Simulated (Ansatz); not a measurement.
# Pt: changing the dispersion correction

The cell as given:

Symmetry: Im-3m, No. 229, cubic system. Conventional cell: a = 3.168 Å, b = 3.168 Å, c = 3.168 Å, α = 90.00°, β = 90.00°, γ = 90.00°. Pt (site symmetry m-3m) is surrounded by 8 Pt at 2.74 Å.

This isn't the form of Pt at room conditions, which is fcc.

Kept alike: task relaxation of cell and atoms; functional PBEsol; k mesh 12 × 12 × 12; occupations fermi-dirac, width 0.05 eV; no spin polarisation. Program: Ansatz, Ansatz PAW, cutoff 420 eV. The mesh is that of the run's cell of 1 atom. No spin-orbit coupling.

| dispersion correction | volume (Å³/atom) |
| --- | --- |
| D3(BJ) | 14.773 |
| D3(BJ)-ATM | 14.900 |
| D4 | 14.968 |
| none | 15.194 |

The relaxations keep at least the cell's symmetry (Im-3m). For a metal such a mesh leaves the last digits unconverged. Relaxations stop with a little pressure left, so the last digits of a volume or edge aren't settled. All rows use potentials made for PBE.

What does the dispersion correction change here?

The volume runs from 14.773 (D3(BJ)) to 15.194 Å³/atom (none). Against no correction: D3(BJ) -2.8 %; D3(BJ)-ATM -1.9 %; D4 -1.5 %. Dispersion terms mostly attract and so lower the volume; the schemes' coefficients and damping set how far.
